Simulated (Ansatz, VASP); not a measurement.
SiC (Moissanite): VASP beside Ansatz

```
CELL_PARAMETERS angstrom
3.13633 0.00000 0.00000
-1.56816 2.71614 0.00000
0.00000 0.00000 5.14701
ATOMIC_POSITIONS crystal
Si 0.66667 0.33333 0.50000
Si 0.33333 0.66667 0.00000
C 0.66667 0.33333 0.88500
C 0.33333 0.66667 0.38500
```

Change from the starting cell: volume scaled by 1.06.

Alike in both runs: task single point; functional PBEsol; k mesh 10 × 10 × 5; occupations fermi-dirac, width 0.05 eV; no spin polarisation.

```csv
,VASP,Ansatz
version,VASP 6.6.1,Ansatz 0.2.0
potentials or method,"VASP PAW PBE potentials, release 64 (Si, C), cutoff 520 eV","all-electron LAPW, scalar-relativistic"
```

Ansatz gave:

```
gap on the k mesh at the Fermi level (eV)       : 2.37
least direct gap on the mesh (eV)               : 3.84
pressure (GPa)                                  : -11.3
largest component of the traceless stress (GPa) : 1.78
rms of the force components (eV/Å)              : 0.380
```

Question: Estimate VASP's values.

Answer: gap on the k mesh at the Fermi level (eV): 2.37; least direct gap on the mesh (eV): 3.84; pressure (GPa): -11.0; largest component of the traceless stress (GPa): 1.85; rms of the force components (eV/Å): 0.383.

Atom by atom the forces differ by 0.003 eV/Å (rms over components). Ansatz ran all-electron here, so the differences hold the error of VASP's frozen core and of both bases.

Caveats: an odd mesh through Γ misses points on the zone boundary, where band edges often lie; the PAW data sets were made with another functional, which shifts forces and pressure a little (VASP).
